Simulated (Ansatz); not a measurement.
# C (Fd-3m, 2 atoms in the cell) under biaxial strain in the (001) plane

Wanted: the shifts of the zone-centre modes of C (Fd-3m, 2 atoms in the cell) with strain.

Calculated with Ansatz 0.2.0; DFT PBE, scalar-relativistic, plane waves, PAW; PAW set soft_1.

### Step 1. The starting structure

Symmetry: Fd-3m, No. 227, cubic system. Conventional cell: a = 3.567 Å, b = 3.567 Å, c = 3.567 Å, α = 90.00°, β = 90.00°, γ = 90.00°. C has 4 C at 1.54 Å nearest.

Structure file:

```cif
data_structure
_symmetry_space_group_name_H-M 'P 1'
_symmetry_Int_Tables_number 1
_cell_length_a 2.5221
_cell_length_b 2.5221
_cell_length_c 2.5221
_cell_angle_alpha 60.000
_cell_angle_beta 60.000
_cell_angle_gamma 60.000
_cell_volume 11.34
loop_
_atom_site_label
_atom_site_type_symbol
_atom_site_fract_x
_atom_site_fract_y
_atom_site_fract_z
_atom_site_occupancy
C1 C 0.50000 0.50000 0.50000 1
C2 C 0.75000 0.75000 0.75000 1
```

### Step 2. Relaxation

The cell and atoms are relaxed, since residual forces and stress would shift the frequencies.

File input.yaml:

```yaml
crystal:
  lattice:
    - [0.0, 1.78337, 1.78337]
    - [1.78337, 0.0, 1.78337]
    - [1.78337, 1.78337, 0.0]
  atoms:
    - { symbol: C, position: [0.5, 0.5, 0.5] }
    - { symbol: C, position: [0.75, 0.75, 0.75] }
kpoints:
  mp_grid: { grid: [12, 12, 12] }
hamiltonian:
  xc: pbe
  pseudopotentials: { kind: paw, azcp: { folder: soft_1 } }
scf:
  occupations: { method: gaussian, width: 0.02 }
output:
  forces: true
  stress: true
  eigenvalues: true
relax:
  adjacent_minimum: "off"
  f_tol: 0.005
  max_steps: 80
  cell: { stress_tol: 0.05 }
```

Started as:

```sh
> ansatz run input.yaml --threads 4 --pin off --max-ram 10240MiB --backend cpu --events-out ev --progress --plain --runs-dir out
```

Numbers of over 12 decimals in the logs are rounded to 6 here.

Log:

```text
Engine: ansatz 0.2.0, aarch64-unknown-linux-gnu
Pseudopotentials: kind: paw
Pseudopotential: C, paw, valence charge 4, recommended cutoff 420 eV (normal), soft_1/C.paw.azcp
Functional definition: PBE
  parameter kappa = 0.804
  parameter beta = 0.066725
  exchange = pbe_x(kappa = kappa, mu = beta*pi^2/3)
  correlation = pbe_c(beta = beta)
Crystal: 2 atoms, lattice volume = 11.344 Å³
Basis set: ecut = 420 eV, 229 PW (Γ), exchange–correlation on 36×36×36 points (8 copies of the dense FFT grid, shifted against one another)
Bands: 8, of which v1, the nominal top of the filled ones, is band 4 counted from 1 (3 counted from 0)
Symmetry: 48 space group operations
Space group: Fd-3m (ITA 227), of the structure as read, at distance tolerance 2.2e-5 Å
k-points: 72 of 1728
Non-local potential: C, projectors of the file, l = 0: 2, l = 1: 2, l = 2: 1
PAW form: soft (Blöchl's): semilocal exchange-correlation on the pseudo side does not see the compensation charge
PAW one-centre angular grid: C, 110 points (default); XC on 64 Gauss nodes
Initial density: superposition of atomic densities (chi_scale 0.1, normalization cell)
Initial wavefunctions: pseudopotential atomic-orbital guess
Functional: x = pbe(κ = 0.804, μ = 0.219515), c = pbe(β = 0.066725)
SCF iter   1: F=—  HF=-502.168200 eV  |F-HF|=—  |Δ(HF+E_count)|=         —  Δρ=1.39e-1  dr2=1.54e0  ethr=3.10e-3  ⟨swp⟩=4.8  Hψ=3719  notcnv=0
preconditioner: auto → none  [insulator: Δε(μ)=4.800 eV  Ē_g=19.616 eV  σ=0.020 eV  W_gap=1.00  n_scr=0 (ndim 8)  ℏωp=31.2 eV  f_vac=0.000  D(μ)=0.00/eV (n_scr^D=0)  ε∞_Penn≈3.5]
SCF iter   2: F=—  HF=-501.688599 eV  |F-HF|=—  |Δ(HF+E_count)|=   4.80e-1  Δρ=6.03e-2  dr2=2.77e-1  ethr=3.10e-3  ⟨swp⟩=2.9  Hψ=1673  notcnv=0
SCF iter   3: F=—  HF=-501.613944 eV  |F-HF|=—  |Δ(HF+E_count)|=   7.47e-2  Δρ=3.95e-3  dr2=6.55e-4  ethr=3.10e-3  ⟨swp⟩=3.0  Hψ=1152  notcnv=0
SCF iter   4: F=—  HF=-501.614529 eV  |F-HF|=—  |Δ(HF+E_count)|=   5.86e-4  Δρ=3.06e-4  dr2=3.27e-6  ethr=8.19e-6  ⟨swp⟩=2.2  Hψ=1127  notcnv=0
SCF iter   5: F=—  HF=-501.614533 eV  |F-HF|=—  |Δ(HF+E_count)|=   3.41e-6  Δρ=2.73e-5  dr2=2.50e-8  ethr=4.08e-8  ⟨swp⟩=2.1  Hψ=811  notcnv=0
SCF iter   6: F=-501.614533 eV  HF=-501.614533 eV  |F-HF|=5.23e-12  |Δ(HF+E_count)|=   5.99e-8  Δρ=7.90e-7  dr2=4.62e-11  ethr=3.12e-10  ⟨swp⟩=2.0  Hψ=2002  notcnv=0
SCF 1 converged in 6 iterations: F = -501.614533 eV  dr2 = 4.62e-11
  greatest PAW one-centre occupation: 0.646 electrons in one spin orbital (limit 2), on the C atom at site 1 (counted from 0), in its partial waves of l = 0
relax step   1: F+E_penalty+E_count = -501.61453280 eV  Δ(F+E_penalty+E_count) = +0.000e0 eV  max|allowed force component| = 2.776e-17 eV/Å  Δτ_max = 0.0000 Å  P = +1.794 GPa  Ω = 11.344 Å³  (6 SCF iters, dr2 threshold 1.00e-7 eV, accepted)
Crystal: 2 atoms, lattice volume = 11.372 Å³
Initial density: handed on by an earlier stage of this run
Initial wavefunctions: those handed on with the density
iter 1 solved again at ethr=4.54e-7 eV; its pass at ethr=3.10e-3 eV (dr2=3.63e-5 eV) is discarded
SCF iter   1: F=—  HF=-501.614658 eV  |F-HF|=—  |Δ(HF+E_count)|=         —  Δρ=5.99e-4  dr2=3.55e-5  ethr=4.54e-7  ⟨swp⟩=1.0  Hψ=3969  notcnv=0
preconditioner: auto → none  [insulator: Δε(μ)=4.152 eV  Ē_g=19.588 eV  σ=0.020 eV  W_gap=1.00  n_scr=0 (ndim 8)  ℏωp=31.1 eV  f_vac=0.000  D(μ)=0.00/eV (n_scr^D=0)  ε∞_Penn≈3.5]
SCF iter   2: F=—  HF=-501.614648 eV  |F-HF|=—  |Δ(HF+E_count)|=   9.68e-6  Δρ=2.48e-4  dr2=6.26e-6  ethr=4.43e-7  ⟨swp⟩=1.0  Hψ=576  notcnv=0
iter 3 did not close the SCF: its close was put off for the readings that it lacked (scf_convergence_deferred on its scf_iter line)
SCF iter   3: F=-501.614647 eV  HF=-501.614647 eV  |F-HF|=2.49e-8  |Δ(HF+E_count)|=   1.60e-6  Δρ=2.10e-5  dr2=2.85e-8  ethr=7.83e-8  ⟨swp⟩=2.0  Hψ=864  notcnv=0
iter 4 did not close the SCF: its close was put off for the readings that it lacked (scf_convergence_deferred on its scf_iter line)
SCF iter   4: F=-501.614647 eV  HF=-501.614647 eV  |F-HF|=5.84e-10  |Δ(HF+E_count)|=   2.80e-8  Δρ=3.70e-6  dr2=1.27e-9  ethr=3.57e-10  ⟨swp⟩=2.4  Hψ=845  notcnv=0
iter 5 did not close the SCF: its close was put off for the readings that it lacked (scf_convergence_deferred on its scf_iter line)
SCF iter   5: F=-501.614647 eV  HF=-501.614647 eV  |F-HF|=1.88e-12  |Δ(HF+E_count)|=  4.33e-10  Δρ=2.73e-7  dr2=5.80e-12  ethr=1.59e-11  ⟨swp⟩=2.1  Hψ=865  notcnv=0
SCF iter   6: F=-501.614647 eV  HF=-501.614647 eV  |F-HF|=1.14e-13  |Δ(HF+E_count)|=  1.08e-12  Δρ=1.59e-8  dr2=1.86e-14  ethr=1.00e-12  ⟨swp⟩=1.0  Hψ=1440  notcnv=0
SCF 2 converged in 6 iterations: F = -501.614647 eV  dr2 = 1.86e-14
relax step   2: F+E_penalty+E_count = -501.61464673 eV  Δ(F+E_penalty+E_count) = -1.139e-4 eV  max|allowed force component| = 2.776e-17 eV/Å  Δτ_max = 0.0000 Å  P = +0.701 GPa  Ω = 11.372 Å³  energy of the carried Pulay correction = -1.034e-4 eV  (6 SCF iters, dr2 threshold 2.00e-7 eV, accepted)
Crystal: 2 atoms, lattice volume = 11.390 Å³
iter 1 solved again at ethr=1.87e-7 eV; its pass at ethr=3.10e-3 eV (dr2=1.50e-5 eV) is discarded
SCF iter   1: F=—  HF=-501.614624 eV  |F-HF|=—  |Δ(HF+E_count)|=         —  Δρ=3.84e-4  dr2=1.46e-5  ethr=1.87e-7  ⟨swp⟩=1.0  Hψ=3974  notcnv=0
preconditioner: auto → none  [insulator: Δε(μ)=4.149 eV  Ē_g=19.565 eV  σ=0.020 eV  W_gap=1.00  n_scr=0 (ndim 8)  ℏωp=31.1 eV  f_vac=0.000  D(μ)=0.00/eV (n_scr^D=0)  ε∞_Penn≈3.5]
SCF iter   2: F=—  HF=-501.614620 eV  |F-HF|=—  |Δ(HF+E_count)|=   4.05e-6  Δρ=1.59e-4  dr2=2.58e-6  ethr=1.83e-7  ⟨swp⟩=1.0  Hψ=578  notcnv=0
iter 3 did not close the SCF: its close was put off for the readings that it lacked (scf_convergence_deferred on its scf_iter line)
SCF iter   3: F=-501.614620 eV  HF=-501.614620 eV  |F-HF|=1.03e-8  |Δ(HF+E_count)|=   6.61e-7  Δρ=1.35e-5  dr2=1.17e-8  ethr=3.23e-8  ⟨swp⟩=2.0  Hψ=864  notcnv=0
iter 4 did not close the SCF: its close was put off for the readings that it lacked (scf_convergence_deferred on its scf_iter line)
SCF iter   4: F=-501.614620 eV  HF=-501.614620 eV  |F-HF|=2.35e-10  |Δ(HF+E_count)|=   1.16e-8  Δρ=2.35e-6  dr2=5.12e-10  ethr=1.46e-10  ⟨swp⟩=2.4  Hψ=846  notcnv=0
iter 5 did not close the SCF: its close was put off for the readings that it lacked (scf_convergence_deferred on its scf_iter line)
SCF iter   5: F=-501.614620 eV  HF=-501.614620 eV  |F-HF|=7.39e-13  |Δ(HF+E_count)|=  1.75e-10  Δρ=1.72e-7  dr2=2.29e-12  ethr=6.41e-12  ⟨swp⟩=2.1  Hψ=865  notcnv=0
SCF iter   6: F=-501.614620 eV  HF=-501.614620 eV  |F-HF|=1.71e-13  |Δ(HF+E_count)|=  5.12e-13  Δρ=1.00e-8  dr2=7.33e-15  ethr=1.00e-12  ⟨swp⟩=1.0  Hψ=1440  notcnv=0
SCF 3 converged in 6 iterations: F = -501.614620 eV  dr2 = 7.33e-15
relax step   3: F+E_penalty+E_count = -501.61461977 eV  Δ(F+E_penalty+E_count) = +2.696e-5 eV  max|allowed force component| = 2.961e-16 eV/Å  Δτ_max = 0.0000 Å  P = +0.004 GPa  Ω = 11.390 Å³  energy of the carried Pulay correction = -1.699e-4 eV  (6 SCF iters, dr2 threshold 2.00e-7 eV, accepted)
Initial wavefunctions: pseudopotential atomic-orbital guess (no wavefunctions were taken with the density)
iter 1 solved again at ethr=2.20e-8 eV; its pass at ethr=3.10e-3 eV (dr2=1.76e-6 eV) is discarded
SCF iter   1: F=—  HF=-501.614735 eV  |F-HF|=—  |Δ(HF+E_count)|=         —  Δρ=1.53e-5  dr2=3.31e-9  ethr=2.20e-8  ⟨swp⟩=3.3  Hψ=5491  notcnv=0
preconditioner: auto → none  [insulator: Δε(μ)=4.151 eV  Ē_g=19.565 eV  σ=0.020 eV  W_gap=1.00  n_scr=0 (ndim 8)  ℏωp=31.1 eV  f_vac=0.000  D(μ)=0.00/eV (n_scr^D=0)  ε∞_Penn≈3.5]
SCF iter   2: F=—  HF=-501.614735 eV  |F-HF|=—  |Δ(HF+E_count)|=   2.50e-7  Δρ=7.76e-6  dr2=7.97e-10  ethr=4.13e-11  ⟨swp⟩=2.2  Hψ=851  notcnv=0
iter 3 did not close the SCF: its close was put off for the readings that it lacked (scf_convergence_deferred on its scf_iter line)
SCF iter   3: F=-501.614735 eV  HF=-501.614735 eV  |F-HF|=4.77e-12  |Δ(HF+E_count)|=   3.07e-9  Δρ=3.01e-7  dr2=1.77e-12  ethr=9.96e-12  ⟨swp⟩=2.0  Hψ=864  notcnv=0
iter 4 did not close the SCF: its close was put off for the readings that it lacked (scf_convergence_deferred on its scf_iter line)
SCF iter   4: F=-501.614735 eV  HF=-501.614735 eV  |F-HF|=0.00e0  |Δ(HF+E_count)|=  5.23e-12  Δρ=1.69e-8  dr2=7.35e-15  ethr=1.00e-12  ⟨swp⟩=1.0  Hψ=576  notcnv=0
iter 5 did not close the SCF: its close was put off for the readings that it lacked (scf_convergence_deferred on its scf_iter line)
SCF iter   5: F=-501.614735 eV  HF=-501.614735 eV  |F-HF|=1.14e-13  |Δ(HF+E_count)|=  2.27e-13  Δρ=1.87e-9  dr2=2.54e-16  ethr=1.00e-12  ⟨swp⟩=1.0  Hψ=576  notcnv=0
iter 6 did not close the SCF: its close was put off for the readings that it lacked (scf_convergence_deferred on its scf_iter line)
SCF iter   6: F=-501.614735 eV  HF=-501.614735 eV  |F-HF|=5.68e-14  |Δ(HF+E_count)|=  5.68e-14  Δρ=2.46e-10  dr2=2.56e-18  ethr=1.00e-12  ⟨swp⟩=1.0  Hψ=576  notcnv=0
SCF iter   7: F=-501.614735 eV  HF=-501.614735 eV  |F-HF|=0.00e0  |Δ(HF+E_count)|=  5.68e-14  Δρ=8.61e-11  dr2=7.44e-19  ethr=1.00e-12  ⟨swp⟩=1.4  Hψ=1474  notcnv=0
SCF 4 converged in 7 iterations: F = -501.614735 eV  dr2 = 7.44e-19
relax step   4: F+E_penalty+E_count = -501.61473483 eV  Δ(F+E_penalty+E_count) = -1.151e-4 eV  max|allowed force component| = 2.475e-16 eV/Å  Δτ_max = 0.0000 Å  P = +0.030 GPa  Ω = 11.390 Å³  stress off target by 2.96e-2 GPa  SCF on the basis re-selected at this cell (its energy is not comparable with the rows above)  (7 SCF iters)
basis re-selected at this cell: Δ(F+E_penalty+E_count) = -1.151e-4 eV, ΔP = +0.026 GPa vs the last step (what re-selecting the basis moved, of the pressure what is left beyond the Pulay correction that the steps carried, after the strain that the cell walked since its last selection, with what the two solves' SCF thresholds leave and, on support functions, any second-order correction that the steps lacked; it is no m [...]
SCF converged after 7 iterations
Free energy (F): -501.614735 eV
Harris-Foulkes:  -501.614735 eV  (|F-HF|=0.00e0)
Internal energy: -501.614735 eV  (E = F + TS)
E sigma→0 (E₀):  -501.614735 eV
Fermi energy:    15.349756 eV
--- Per-component energies (eV) ---
  E_band       = 34.549471
  E_kinetic    = 179.502065
  E_local      = -110.698283  (includes V_loc(G=0)·N_el)
  E_nonlocal   = 45.794465
  E_hartree    = 26.520597
  E_xc         = -95.356061
  E_vxc        = -117.762768  (∫ρ·V_xc dr)
  E_paw        = -199.884582  (= ΣΔE_a)
  E_vpaw       = -15.327245  (= ΣTr[D̂ρ^β])
  E_aug_tail   = 0.000043  (compensation charges beyond the density's cutoff)
  E_ewald      = -347.492979
  E_smearing   = -0.000000  (= −TS)
  E_closure    = -0.000000  (closes the sum)
  Σ components = -501.614735   (vs F -501.614735, Δ=0.00e0)
--- Forces (eV/Å), atoms counted from 1 ---
  atom   1  C     -0.00000000    -0.00000000    -0.00000000
  atom   2  C      0.00000000     0.00000000     0.00000000
  max |Σ_I F_I| component: 3.70e-17 eV/Å
--- Stress (GPa, compression-positive) ---
        0.029574       0.000000       0.000000
        0.000000       0.029574       0.000000
        0.000000      -0.000000       0.029574
  P = ⅓ Tr σ = 0.0296 GPa (0.296 kbar)
--- Band table (eV; the first three rows and the last of 72) ---
  k-point 0: bands = ["-8.1591", "13.2742", "13.2742", "13.2742", "18.8552", "18.8552", "18.8552", "26.4328"]
  k-point 1: bands = ["-7.9673", "12.0515", "12.9523", "12.9523", "19.2754", "19.2754", "19.5631", "26.6028"]
  k-point 2: bands = ["-7.3941", "9.5279", "12.2531", "12.2531", "20.1894", "20.1894", "20.6355", "27.0944"]
  k-point 71: bands = ["1.3166", "1.3166", "4.9803", "4.9803", "23.8762", "23.8762", "25.5127", "25.5127"]
--- Relaxed structure (3 steps of the walk, 3 accepted, 1 SCFs on fresh bases) ---
  F+E_penalty+E_count = -501.61473483 eV   max|allowed force component| = 2.475e-16 eV/Å   (the final SCF, on the basis selected at the relaxed cell)
  cell:  # Å, volume = 11.3896 Å³
    - [0, 1.785774, 1.785774]
    - [1.785774, 0, 1.785774]
    - [1.785774, 1.785774, 0]
  atoms:
    - { symbol: C, position: [0.500000, 0.500000, 0.500000] }
    - { symbol: C, position: [0.750000, 0.750000, 0.750000] }
```

Run time: 0.81 s. Hardware: 4 threads of Arm Neoverse V2, shared host; peak memory 0.25 GiB; 2.4 s of CPU time.

Step by step:

```tsv
step	energy less that of the first step (eV)	largest force component (eV/Å)	pressure (GPa)	volume (Å³)
1	0.0000	0.0000	1.79	11.34
2	-0.0001	0.0000	0.70	11.37
3	-0.0001	0.0000	0.00	11.39
4*	-0.0002	0.0000	0.03	11.39
```

Relaxation steps marked * repeat the geometry before them on a plane-wave basis chosen anew for their cell, so energy and pressure can jump there.

Forces are held to the 48 operations that the run works with; a distortion that breaks them can't arise in this run.

```tsv
conventional cell, symmetrised	before	after	change
a (Å)	3.567	3.572	+0.1 %
b (Å)	3.567	3.572	+0.1 %
c (Å)	3.567	3.572	+0.1 %
volume (Å³/atom)	5.67	5.69	+0.4 %
```

The relaxed structure:

```xyz
2
Lattice="0.0000 1.7858 1.7858 1.7858 0.0000 1.7858 1.7858 1.7858 0.0000" Properties=species:S:1:pos:R:3 pbc="T T T"
C     1.7858    1.7858    1.7858
C     2.6787    2.6787    2.6787
```

This step gave:

```yaml
pressure: 0.02957 GPa
gap_on_the_k_mesh: 4.151 eV
volume_per_atom: 5.695 Å³
```

In this step the volume went from 5.67 to 5.69 Å³/atom.

### Step 3. Tight relaxation

Phonons need small forces and stress, so the relaxation is finished with tight tolerances on 12×12×12 k points.

input.yaml, the sections that differ from step 2:

```yaml
crystal:
  lattice:
    - [0.0, 1.7857737989, 1.7857737989]
    - [1.7857737989, 0.0, 1.7857737989]
    - [1.7857737989, 1.7857737989, 0.0]
  atoms:
    - { symbol: C, position: [0.5, 0.5, 0.5] }
    - { symbol: C, position: [0.75, 0.75, 0.75] }
scf:
  occupations: { method: fixed }
relax:
  adjacent_minimum: "off"
  f_tol: 0.001
  max_steps: 60
  cell: { stress_tol: 0.01 }
# kpoints, hamiltonian, output: as in step 2
```

Log:

```text
[...]
Crystal: 2 atoms, lattice volume = 11.390 Å³
Basis set: ecut = 420 eV, 229 PW (Γ), exchange–correlation on 36×36×36 points (8 copies of the dense FFT grid, shifted against one another)
Bands: 8, of which v1, the nominal top of the filled ones, is band 4 counted from 1 (3 counted from 0)
Symmetry: 48 space group operations
[...]
k-points: 72 of 1728
[...]
P = ⅓ Tr σ = -0.0002 GPa (-0.002 kbar)
--- Band table (eV; the first three rows and the last of 72) ---
[...]
--- Relaxed structure (3 steps of the walk, 3 accepted, 1 SCFs on fresh bases) ---
[...]
cell:  # Å, volume = 11.3904 Å³
    - [0, 1.785815, 1.785815]
    - [1.785815, 0, 1.785815]
    - [1.785815, 1.785815, 0]
  atoms:
    - { symbol: C, position: [0.500000, 0.500000, 0.500000] }
    - { symbol: C, position: [0.750000, 0.750000, 0.750000] }
[key lines of the parts left out:]
SCF converged after 3 iterations
Free energy (F): -501.614732 eV
Fermi energy:    13.272969 eV
```

The job ended after 0.68 s (4 threads; peak memory 0.25 GiB; 2 s of CPU time).

Little changed from the start: no atom moved by 0.005 Å and no cell edge by 0.1 %.

This step gave:

- pressure: -1.69e-4 GPa

The forces vanish by symmetry and the pressure is 0.000 GPa, within the tolerances set. The cell now holds 5.70 Å³/atom.

(Continued in part 2 of 3.)

[Logs are printed without paths, hosts, clocks, repeated set-up lines and the standing remarks that a program may print on its own settings, such as how far it seeks lower states.]

[Hosts, paths, dates, database ids (printed as entryN), source tags and the programs' standing remarks are cut or masked in the printed files.]
